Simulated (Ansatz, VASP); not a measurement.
# Os: VASP beside Ansatz

The input INCAR:

```
SYSTEM = Os
ALGO = Normal
EDIFF = 1E-6
ENCUT = 520
GGA = PS
ISIF = 2
ISMEAR = 0
LASPH = .TRUE.
LCHARG = .FALSE.
LREAL = .FALSE.
LWAVE = .FALSE.
NBANDS = 15
NELM = 60
PREC = Accurate
SIGMA = 0.15
```

The input KPOINTS:

```
k-points
0
G
  18 18 12
  0 0 0
```

POSCAR

```
Os
1.0
    2.7340999755      0.0000000000      0.0000000000
   -1.3670499878      2.3678000353      0.0000000000
    0.0000000000      0.0000000000      4.6436775000
Os
2
Direct
    0.3333333333      0.6666666667      0.2500000000
    0.6666666667      0.3333333333      0.7500000000
```

Input for Ansatz:

```yaml
crystal:
  lattice:
    - [2.7340999755, 0.0, 0.0]
    - [-1.3670499878, 2.3678000353, 0.0]
    - [0.0, 0.0, 4.6436775]
  atoms:
    - { symbol: Os, position: [0.3333333333, 0.6666666667, 0.25] }
    - { symbol: Os, position: [0.6666666667, 0.3333333333, 0.75] }
basis:
  ecutwfc: 420
kpoints:
  mp_grid: { grid: [18, 18, 12] }
hamiltonian:
  xc: pbesol
scf:
  occupations: { method: gaussian, width: 0.15 }
output:
  forces: true
  stress: true
  eigenvalues: true
  write_density: true
  write_potential: true
  elf: true
  volumetric_format: npy
```

Change from the starting cell: strain +0.0750 x Voigt [0, 0, 1, 0, 0, 0], atoms carried along.

Alike in both runs: task single point; functional PBEsol; k mesh 18 × 18 × 12; occupations gaussian, width 0.15 eV; no spin polarisation.

|  | VASP | Ansatz |
| --- | --- | --- |
| version | VASP 6.6.1 | Ansatz 0.2.0 |
| potentials or method | VASP PAW PBE potentials, release 64 (Os) | scalar-relativistic, plane waves, PAW |
| plane-wave cutoff (eV) | 520 | 420 |
| valence electrons in the cell | 16 | 32 |

|  | VASP | Ansatz | Ansatz less VASP |
| --- | --- | --- | --- |
| gap on the k mesh at the Fermi level (eV) | none | none | - |
| pressure (GPa) | -27.1 | -26.9 | +0.18 |
| largest component of the traceless stress (GPa) | 23.86 | 24.05 | +0.189 |

A gap of «none» marks a metal or a gap that the smearing closes. The functional is the same, so the differences come from potentials, cutoffs and numerics. The two sets of potentials don't hold the same shells in valence.

Caveats: so large a pressure means that the cell lies far from this level's equilibrium, or that cutoff or potentials fall short (VASP); the potentials were made for another functional, which shifts forces and pressure (VASP). The runs have no spin-orbit coupling, so splittings on Os are missing.
